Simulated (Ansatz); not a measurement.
What a change of settings does to a run on GdN

The cell is COD entry 9008638, as deposited and not checked against the literature; nothing was relaxed. The listed cell was then made from it by scaling, straining or moving an atom.

First run: DFT, PBE, all-electron LAPW, scalar-relativistic (Ansatz 0.2.0).

Command: `ansatz run input.yaml --threads 1 --pin off --max-ram 3072MiB --backend cpu --events-out ev --progress --plain --runs-dir out` The run took 67 s on 1 thread of Arm Neoverse V1 (shared host), peak memory 0.61 GiB.

```yaml
crystal:
  lattice:
    - [0.0, 2.5242491343, 2.5242491343]
    - [2.5242491343, 0.0, 2.5242491343]
    - [2.5242491343, 2.5242491343, 0.0]
  atoms:
    - { symbol: Gd, position: [0.0, 0.0, 0.0], spin: 7.0 }
    - { symbol: "N", position: [0.5, 0.5, 0.5] }
magnetization:
  spin_polarized: true
kpoints:
  mp_grid: { grid: [13, 13, 13] }
scf:
  occupations: { method: fermi_dirac, width: 0.05 }
hamiltonian:
  xc: pbe
  pseudopotentials: { kind: all_electron, lapw: { basis_error: 0.0005 } }
output:
  forces: true
  stress: true
  eigenvalues: true
```

Result: converged; pressure -5.22 GPa; moment 7.00 μB; 13 SCF iterations.

Semilocal functionals without a Hubbard term describe localised f shells poorly; where the shell is localised, the real material differs.

Spin–orbit coupling is left out, though it moves levels of the heavy atoms by tenths of an eV or more.

The input is then changed:

```diff
@@ -10,5 +10,5 @@
   spin_polarized: true
 kpoints:
-  mp_grid: { grid: [13, 13, 13] }
+  mp_grid: { grid: [6, 6, 6] }
 scf:
   occupations: { method: fermi_dirac, width: 0.05 }
```

What does the second run give?

It converged; energy at zero smearing +2.7 meV/atom from the first run; pressure -5.12 GPa; moment 7.00 μB; 13 SCF iterations. Some of these settings are too coarse for converged properties.
